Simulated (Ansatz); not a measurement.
# Ti3Al: the cost of one run

Program: Ansatz 0.2.0. Level of theory: DFT PBE, scalar-relativistic, plane waves, PAW. These are calculated values, not measurements.

17 further runs of the same task are left out: 17 set aside as unsound or not needed.

## 1. The structure to begin with

The structure is hexagonal, space group P-6m2 (No. 187). Conventional cell: a = 2.930 Å, b = 2.930 Å, c = 9.232 Å, α = 90.00°, β = 90.00°, γ = 120.00°. Ti (site symmetry -6m2) is surrounded by 12 Ti at 2.86 to 2.93 Å. Around Ti (site symmetry 3m) lie 9 Ti at 2.86 to 2.93 Å and 3 Al at 2.86 Å. Al (site symmetry -6m2) has 6 Ti at 2.86 Å and 6 Al at 2.93 Å as nearest neighbours.

Structure file:

```
Ti Al
1.0
     2.92974    0.00000    0.00000
    -1.46487    2.53723    0.00000
     0.00000    0.00000    9.23153
Ti Al
3 1
Cartesian
  1.4649 0.8457 0.0000
  0.0000 1.6915 6.9279
  0.0000 1.6915 2.3037
  1.4649 0.8457 4.6158
```

It goes back to an entry of the Materials Project, which need not be the stable form.

This cell was relaxed beforehand with the same method: volume 17.16 Å³/atom, gap on the mesh none (metal).

## 2. What is varied

The energy is mapped over volume and the cell's shape.

First coordinate, volume per atom: 7 values from 15.78 to 18.53 Å³. Second coordinate, c/a of the conventional cell: 7 values from 2.627 to 3.780.

Nothing else is relaxed (fractional coordinates fixed). Energies count from the relaxed crystal. Points are written as (first, second).

## 3. Point (17.61 Å³, 2.627)

input.yaml

```yaml
crystal:
  lattice:
    - [3.1403935272, 0.0, 0.0]
    - [-1.5701967636, 2.7196605724, 0.0]
    - [0.0, 0.0, 8.2488716779]
  atoms:
    - { symbol: Ti, position: [0.6666666667, 0.3333333333, 0.0] }
    - { symbol: Ti, position: [0.3333333333, 0.6666666667, 0.75045757] }
    - { symbol: Ti, position: [0.3333333333, 0.6666666667, 0.24954243] }
    - { symbol: Al, position: [0.6666666667, 0.3333333333, 0.5] }
basis:
  ecutwfc: 520.0
kpoints:
  mp_grid: { grid: [18, 18, 6] }
hamiltonian:
  xc: pbe
  pseudopotentials: { kind: paw, azcp: { folder: soft_1 } }
scf:
  occupations: { method: gaussian, width: 0.15 }
output:
  forces: true
  stress: true
  eigenvalues: true
```

Started as:

```
> ansatz run input.yaml --threads 2 --pin off --max-ram 4096MiB --backend cpu --events-out ev --progress --plain --runs-dir out
```

**Question.** How long does this run take on 2 threads of Arm Neoverse N1, shared host, and how much memory does it need?

About 26 s, with a peak of 0.52 GiB.
